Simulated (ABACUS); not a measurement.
# WS2 in ABACUS: equation of state

How stiff is WS2 in PBEsol, and what volume does it want? The cell is scaled to several volumes.

Everything below comes from runs of ABACUS 3.10.1. Logs are shortened: lines on timing, memory, paths and dates and some standing lists are left out, and cuts for length are marked.

### Step 1. The slab as given

The cell holds a slab with vacuum, 3 atoms: a = 3.184 Å, b = 3.184 Å, c = 16.951 Å, α = 90.00°, β = 90.00°, γ = 120.00°.

### Step 2. Equation of state, PBEsol, 46.62 Å³/atom (volume scaled by 0.94)

INPUT

```
INPUT_PARAMETERS
suffix              WS2
calculation         scf
basis_type          pw
pseudo_dir          ./
symmetry            1
dft_functional      pbesol
ecutwfc             74
pseudo_rcut         7
nspin               1
nbands              17
ks_solver           dav
smearing_method     fd
smearing_sigma      0.00367493
scf_thr             1e-08
scf_nmax            100
mixing_type         broyden
mixing_beta         0.7
cal_force           1
cal_stress          1
kpar                4
```

STRU

```
ATOMIC_SPECIES
W 183.8400 W.upf
S 32.0600 S.upf

LATTICE_CONSTANT
1.8897261246

LATTICE_VECTORS
3.1185283984 0.0000000000 0.0000000000
-1.5592641992 2.7007248154 0.0000000000
0.0000000000 0.0000000000 16.6045506357

ATOMIC_POSITIONS
Direct

W
0.0
1
0.0000000000 0.0000000000 0.0000000000 1 1 1

S
0.0
2
0.3333333333 0.6666666667 0.0920005100 1 1 1
0.3333333333 0.6666666667 0.9079994900 1 1 1
```

KPT

```
K_POINTS
0
Gamma
10 10 2 0 0 0
```

Potentials or basis: PseudoDojo NC SR 0.4.1 PBEsol standard, plane waves.

The run is started by

```sh
$ OMP_NUM_THREADS=1 mpirun -np 4 abacus > log
```

running log:

```text
ABACUS v3.10.1

               Atomic-orbital Based Ab-initio Computation at UStc

 ------------------------------------------------------------------------------------

 READING GENERAL INFORMATION
                           global_out_dir = OUT.WS2/
                           global_in_card = INPUT
                               pseudo_dir = ./
                              orbital_dir =
                                    DSIZE = 4
                                    GSIZE = 1

 READING UNITCELL INFORMATION
                                    ntype = 2
                  lattice constant (Bohr) = 1.88973
              lattice constant (Angstrom) = 1

 READING ATOM TYPE 1
                               atom label = W
                      L=0, number of zeta = 1
                      L=1, number of zeta = 1
                      L=2, number of zeta = 1
             number of atom for this type = 1

 READING ATOM TYPE 2
                               atom label = S
                      L=0, number of zeta = 1
                      L=1, number of zeta = 1
                      L=2, number of zeta = 1
             number of atom for this type = 2

                        TOTAL ATOM NUMBER = 3
DIRECT COORDINATES
    atom                   x                   y                   z     mag                  vx                  vy                  vz
taud_W1            0.0000000000        0.0000000000        0.0000000000  0.0000        0.0000000000        0.0000000000        0.0000000000
taud_S1            0.3333333333        0.6666666667        0.0920005100  0.0000        0.0000000000        0.0000000000        0.0000000000
taud_S2            0.3333333333        0.6666666667        0.9079994900  0.0000        0.0000000000        0.0000000000        0.0000000000

                          Volume (Bohr^3) = 943.743
                             Volume (A^3) = 139.848

 Lattice vectors: (Cartesian coordinate: in unit of a_0)
             +3.11853                  +0                  +0
             -1.55926            +2.70072                  +0
                   +0                  +0            +16.6046
 Reciprocal vectors: (Cartesian coordinate: in unit of 2 pi/a_0)
            +0.320664           +0.185135                  -0
                   -0           +0.370271                  -0
                   +0                  -0          +0.0602245
 The esolver type has been set to : ksdft_pw

                PAO radial cut off (Bohr) = 7

 Read in pseudopotential file is W.upf
                     pseudopotential type = NC
          exchange-correlation functional = PBESOL
                 nonlocal core correction = 1
                        valence electrons = 14
                                     lmax = 3
                           number of zeta = 4
                     number of projectors = 8
[... 209 lines left out ...]
                                     npwx = 10182

 Make real space PAO into reciprocal space.
       max mesh points in Pseudopotential = 701
     dq(describe PAO in reciprocal space) = 0.01
                                    max q = 1037

 number of pseudo atomic orbitals for W is 4
WARNING: norm of atomic wavefunction # 3 of atomic type W is 0.999353, renormalized
WARNING: norm of atomic wavefunction # 4 of atomic type W is 0.996494, renormalized

 number of pseudo atomic orbitals for S is 2
WARNING: norm of atomic wavefunction # 1 of atomic type S is 0.999996, renormalized
WARNING: norm of atomic wavefunction # 2 of atomic type S is 0.999702, renormalized

 -------------------------------------------
 SELF-CONSISTENT
 -------------------------------------------
                                 init_chg = atomic

 PW ALGORITHM --------------- ION=   1  ELEC=   1--------------------------------

 Notice: Threshold on eigenvalues was too large.
 hsover_error=0.26 > DRHO=0.0920428
 Origin diag ethr = 0.01
 New diag ethr = 0.000354011

 Density error is 0.0929331224737
                          Error Threshold = 0.000354010678625
----------------------------------------------------------
     Energy           Rydberg                 eV
----------------------------------------------------------
 E_KohnSham     -195.9045638628      -2665.4183327391
 E_Harris       -193.8797865233      -2637.8698237403
 E_Fermi        0.0764760238         1.0405096838
----------------------------------------------------------
[... 135 lines left out ...]
 Density error is 1.14430677187e-09
                          Error Threshold = 7.59762299115e-11
----------------------------------------------------------
     Energy           Rydberg                 eV
----------------------------------------------------------
 E_KohnSham     -195.9240136353      -2665.6829604696
 E_KS(sigma->0) -195.9240136353      -2665.6829604696
 E_Harris       -195.9248063383      -2665.6937457476
 E_band         -33.8528309343       -460.5913941365
 E_one_elec     -876.8701369367      -11930.4302683797
 E_Hartree      439.1120057935       5974.4253390001
 E_xc           -45.7487056103       -622.4430724248
 E_Ewald        287.5828231183       3912.7650413349
 E_entropy(-TS) -0.0000000000        -0.0000000001
 E_descf        0.0000000000         0.0000000000
 E_exx          0.0000000000         0.0000000000
 E_Fermi        0.1222210519         1.6629027213
----------------------------------------------------------

 charge density convergence is achieved
 final etot is -2665.6829605 eV
 EFERMI = 1.6629027213 eV

 STATE ENERGY(eV) AND OCCUPATIONS    NSPIN == 1
 1/7 kpoint (Cartesian) = 0.0000 0.0000 0.0000 (10009 pws)
       1       -73.2347      0.0100000
       2       -37.5590      0.0100000
       3       -37.3369      0.0100000
       4       -37.3369      0.0100000
       5       -14.5714      0.0100000
       6       -12.6711      0.0100000
[... 9 lines left out ...]
      16        3.97341    8.53488e-23
[... 82 lines left out ...]
       4       -37.4370      0.0300000
       5       -12.1921      0.0300000
       6       -11.9360      0.0300000
[... 9 lines left out ...]
      16        4.80307    1.59198e-29
      17        5.74429    1.06324e-37

[... levels at 1 further k points ...]

------------------------------------------------------------------------------------------
 TOTAL-FORCE (eV/Angstrom)
------------------------------------------------------------------------------------------
                        W1         0.0000000000         0.0000000000         0.0000000000
                        S1         0.0000000000         0.0000000000         1.0766360535
                        S2         0.0000000000         0.0000000000        -1.0766360535
------------------------------------------------------------------------------------------

----------------------------------------------------------------
 TOTAL-STRESS (KBAR)
----------------------------------------------------------------
        24.5994488309        -0.0000000000         0.0000000000
        -0.0000000000        24.5994488316        -0.0000000000
        -0.0000000000        -0.0000000000        37.5767255068
----------------------------------------------------------------
 TOTAL-PRESSURE: 28.925208 KBAR

 --------------------------------------------
 !FINAL_ETOT_IS -2665.6829604696299612 eV
 --------------------------------------------
```

stdout:

```text
ABACUS v3.10.1

               Atomic-orbital Based Ab-initio Computation at UStc

%%%%%%%%%%%%%%%%%%%%%%%%%%%%%%%%%%%%%%%%%%%%%%%%%%%%%%%%%%%%%%%%%%%%%%%%%%%%%%%%%%%%%%%%%%%%%%%%%%%%%%%%%
 Warning: the number of valence electrons in pseudopotential > 6 for W: [Xe] 4f14 5d4 6s2
[... 39 lines left out ...]
 TOTAL-STRESS (KBAR)
----------------------------------------------------------------
        24.5994488309        -0.0000000000         0.0000000000
        -0.0000000000        24.5994488316        -0.0000000000
        -0.0000000000        -0.0000000000        37.5767255068
----------------------------------------------------------------
 TOTAL-PRESSURE: 28.925208 KBAR
```

Run time: 30 s. Hardware: 4 MPI ranks of Intel Xeon 6975P-C (Granite Rapids), shared host; peak memory 0.76 GiB.

What came out:

```yaml
Free_energy: -2665.6830 eV
Largest_force: 1.077 eV/Å
Band_gap_on_the_k_mesh: 2.17 eV, indirect (least direct gap 2.33 eV)
```

Caveat: spin-orbit coupling is left out, which moves the levels of the heavy elements.

### Step 3. Equation of state, PBEsol, 47.61 Å³/atom (volume scaled by 0.96)

INPUT is that of step 2.

Changes to STRU since step 2:

```diff
@@ -8,5 +8,5 @@
 LATTICE_VECTORS
-3.1185283984 0.0000000000 0.0000000000
--1.5592641992 2.7007248154 0.0000000000
-0.0000000000 0.0000000000 16.6045506357
+3.1404905896 0.0000000000 0.0000000000
+-1.5702452948 2.7197446309 0.0000000000
+0.0000000000 0.0000000000 16.7214879437
```

KPT is that of step 2.

Potentials or basis: PseudoDojo NC SR 0.4.1 PBEsol standard, plane waves.

The run is started by

```sh
$ OMP_NUM_THREADS=1 mpirun -np 4 abacus > log
```

Run time: 30 s. Hardware: 4 MPI ranks of Intel Xeon 6975P-C (Granite Rapids), shared host; peak memory 0.8 GiB.

Results (log left out):

* Free energy: -2665.7230 eV
* Largest force: 0.644 eV/Å
* Band gap on the k mesh: 2.10 eV, indirect (least direct gap 2.27 eV)

Caveat: spin-orbit coupling is left out, which moves the levels of the heavy elements.

### Step 4. Equation of state, PBEsol, 48.60 Å³/atom (volume scaled by 0.98)

INPUT is that of step 3.

Changes to STRU since step 3:

```diff
@@ -8,5 +8,5 @@
 LATTICE_VECTORS
-3.1404905896 0.0000000000 0.0000000000
--1.5702452948 2.7197446309 0.0000000000
-0.0000000000 0.0000000000 16.7214879437
+3.1621498298 0.0000000000 0.0000000000
+-1.5810749149 2.7385020831 0.0000000000
+0.0000000000 0.0000000000 16.8368121945
```

KPT is that of step 3.

The run is started by

```sh
$ OMP_NUM_THREADS=1 mpirun -np 4 abacus > log
```

It took 31 s on 4 MPI ranks of Intel Xeon 6975P-C (Granite Rapids), shared host; peak memory 0.8 GiB.

It converged, with:

- Free energy: -2665.7372 eV
- Largest force: 0.244 eV/Å
- Band gap on the k mesh: 2.04 eV, indirect (least direct gap 2.21 eV)

Caveat: spin-orbit coupling is left out, which moves the levels of the heavy elements.

### Step 5. Equation of state, PBEsol, 49.59 Å³/atom

INPUT is that of step 4.

Changes to STRU since step 4:

```diff
@@ -8,5 +8,5 @@
 LATTICE_VECTORS
-3.1621498298 0.0000000000 0.0000000000
--1.5810749149 2.7385020831 0.0000000000
-0.0000000000 0.0000000000 16.8368121945
+3.1835163552 0.0000000000 0.0000000000
+-1.5917581776 2.7570060369 0.0000000000
+0.0000000000 0.0000000000 16.9505778900
```

KPT is that of step 4.

The run is started by

```sh
$ OMP_NUM_THREADS=1 mpirun -np 4 abacus > log
```

Run time: 31 s. Hardware: 4 MPI ranks of Intel Xeon 6975P-C (Granite Rapids), shared host; peak memory 0.8 GiB.

The run converged. Its results:

```
Free energy            : -2665.7281 eV
Largest force          : 0.125 eV/Å
Band gap on the k mesh : 1.98 eV, indirect (least direct gap 2.15 eV)
```

Caveat: spin-orbit coupling is left out, which moves the levels of the heavy elements.

### Step 6. Equation of state, PBEsol, 50.58 Å³/atom (volume scaled by 1.02)

INPUT is that of step 5.

Changes to STRU since step 5:

```diff
@@ -8,5 +8,5 @@
 LATTICE_VECTORS
-3.1835163552 0.0000000000 0.0000000000
--1.5917581776 2.7570060369 0.0000000000
-0.0000000000 0.0000000000 16.9505778900
+3.2045998594 0.0000000000 0.0000000000
+-1.6022999297 2.7752648871 0.0000000000
+0.0000000000 0.0000000000 17.0628366442
```

KPT is that of step 5.

Potentials or basis: PseudoDojo NC SR 0.4.1 PBEsol standard, plane waves.

The run is started by

```sh
$ OMP_NUM_THREADS=1 mpirun -np 4 abacus > log
```

Wall time 30 s (4 MPI ranks of Intel Xeon 6975P-C (Granite Rapids), shared host); peak memory 0.8 GiB.

The run converged. Its results:

| Item | Value |
| --- | --- |
| Free energy | -2665.6981 eV |
| Largest force | 0.467 eV/Å |
| Band gap on the k mesh | 1.93 eV, indirect (least direct gap 2.09 eV) |

Caveat: spin-orbit coupling is left out, which moves the levels of the heavy elements.

### Step 7. Equation of state, PBEsol, 51.58 Å³/atom (volume scaled by 1.04)

INPUT is that of step 6.

Changes to STRU since step 6:

```diff
@@ -8,5 +8,5 @@
 LATTICE_VECTORS
-3.2045998594 0.0000000000 0.0000000000
--1.6022999297 2.7752648871 0.0000000000
-0.0000000000 0.0000000000 17.0628366442
+3.2254095325 0.0000000000 0.0000000000
+-1.6127047662 2.7932865927 0.0000000000
+0.0000000000 0.0000000000 17.1736373894
```

KPT is that of step 6.

The run is started by

```sh
$ OMP_NUM_THREADS=1 mpirun -np 4 abacus > log
```

Run time: 31 s. Hardware: 4 MPI ranks of Intel Xeon 6975P-C (Granite Rapids), shared host; peak memory 0.84 GiB.

It converged, with:

- Free energy: -2665.6495 eV
- Largest force: 0.783 eV/Å
- Band gap on the k mesh: 1.87 eV, indirect (least direct gap 2.03 eV)

Caveat: spin-orbit coupling is left out, which moves the levels of the heavy elements.

### Step 8. Equation of state, PBEsol, 52.57 Å³/atom (volume scaled by 1.06)

INPUT is that of step 7.

Changes to STRU since step 7:

```diff
@@ -8,5 +8,5 @@
 LATTICE_VECTORS
-3.2254095325 0.0000000000 0.0000000000
--1.6127047662 2.7932865927 0.0000000000
-0.0000000000 0.0000000000 17.1736373894
+3.2459540962 0.0000000000 0.0000000000
+-1.6229770481 2.8110787067 0.0000000000
+0.0000000000 0.0000000000 17.2830265641
```

KPT is that of step 7.

Potentials or basis: PseudoDojo NC SR 0.4.1 PBEsol standard, plane waves.

The run is started by

```sh
$ OMP_NUM_THREADS=1 mpirun -np 4 abacus > log
```

running log:

```text
ABACUS v3.10.1

               Atomic-orbital Based Ab-initio Computation at UStc

 ------------------------------------------------------------------------------------

 READING GENERAL INFORMATION
                           global_out_dir = OUT.WS2/
                           global_in_card = INPUT
                               pseudo_dir = ./
                              orbital_dir =
                                    DSIZE = 4
                                    GSIZE = 1

 READING UNITCELL INFORMATION
                                    ntype = 2
                  lattice constant (Bohr) = 1.88973
              lattice constant (Angstrom) = 1

[... 451 lines left out ...]
       3       -38.2973      0.0100000
       4       -38.2973      0.0100000
       5       -14.5073      0.0100000
       6       -13.0027      0.0100000
[... 9 lines left out ...]
      16        2.73144    1.69642e-19
[... 82 lines left out ...]
       4       -38.3602      0.0300000
       5       -12.5784      0.0300000
       6       -12.2860      0.0300000
[... 9 lines left out ...]
      16        3.74628    7.79456e-28
      17        4.32520    7.30176e-33

[... levels at 1 further k points ...]

------------------------------------------------------------------------------------------
 TOTAL-FORCE (eV/Angstrom)
------------------------------------------------------------------------------------------
                        W1         0.0000000000         0.0000000000         0.0000000000
                        S1         0.0000000000         0.0000000000        -1.0750372942
                        S2         0.0000000000         0.0000000000         1.0750372942
------------------------------------------------------------------------------------------

----------------------------------------------------------------
 TOTAL-STRESS (KBAR)
----------------------------------------------------------------
       -41.8765121123        -0.0000000000        -0.0000000000
         0.0000000000       -41.8765121161         0.0000000000
         0.0000000000        -0.0000000000       -34.8013600803
----------------------------------------------------------------
 TOTAL-PRESSURE: -39.518128 KBAR

 --------------------------------------------
 !FINAL_ETOT_IS -2665.5840481163959339 eV
 --------------------------------------------
```

Run time: 32 s. Hardware: 4 MPI ranks of Intel Xeon 6975P-C (Granite Rapids), shared host; peak memory 0.84 GiB.

Results:

| Quantity | Value |
| --- | --- |
| Free energy | -2665.5840 eV |
| Largest force | 1.075 eV/Å |
| Band gap on the k mesh | 1.82 eV, indirect (least direct gap 1.98 eV) |

Caveat: spin-orbit coupling is left out, which moves the levels of the heavy elements.

### Step 9. Equation of state, PBEsol

Potentials or basis: PseudoDojo NC SR 0.4.1 PBEsol standard, plane waves.

No new run: the results of the series are fitted here.

Results:

```yaml
Equilibrium_volume: 48.69 Å³/atom
Bulk_modulus_at_fixed_shape_and_positions: 61 GPa
Pressure_derivative_of_the_bulk_modulus: 4.4
```

Energy against volume, from the lowest point:
| volume (Å³/atom) | energy (meV/atom) |
| --- | --- |
| 46.616 | 18.08 |
| 47.608 | 4.72 |
| 48.600 | 0.00 |
| 49.592 | 3.04 |
| 50.583 | 13.02 |
| 51.575 | 29.25 |
| 52.567 | 51.05 |

Caveat: the cell was scaled at fixed shape and fractional positions, which overstates the stiffness of a crystal with free parameters, most of all of layers and chains. Spin-orbit coupling is left out, which matters for the levels of W.
